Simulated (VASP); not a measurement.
The system is BaTe.

```
Ba Te
1.0
     4.13997    0.00000    0.00000
     0.00000    4.13997    0.00000
     0.00000    0.00000    4.24482
Ba Te
1 1
Direct
  0.00000 0.00000 0.00000
  0.50000 0.50000 0.50000
```

The cell was built by a generator and needn't be a form met in nature.

The cell isn't the ideal one: biaxial_xy strain -2.5%.

Base run:

```yaml
Program: VASP 6.6.1
Functional: r2SCAN
Potentials_or_basis: VASP PAW PBE potentials, release 64 (Ba_sv, Te)
Cutoff: 520 eV
k_mesh: 6 × 6 × 6
Occupations: gaussian, width 0.01 eV
Spin: no spin polarisation
```

Its results: band gap on the k mesh 0.88 eV, indirect (least direct gap 1.23 eV); pressure 2.4 GPa.

Q: The run is repeated on the same cell with these changes: functional from r2SCAN to PBE; occupations from gaussian, width 0.01 eV to fermi-dirac, width 0.02 eV. What comes out?

A: Band gap on the k mesh 0.54 eV, indirect (least direct gap 0.82 eV); pressure 2.4 GPa.

Caveats: spin-orbit coupling is left out, which moves the levels of the heavy elements; the PAW data sets were made with another functional, which shifts forces and pressure a little (some runs).

A k mesh can miss the band edges.
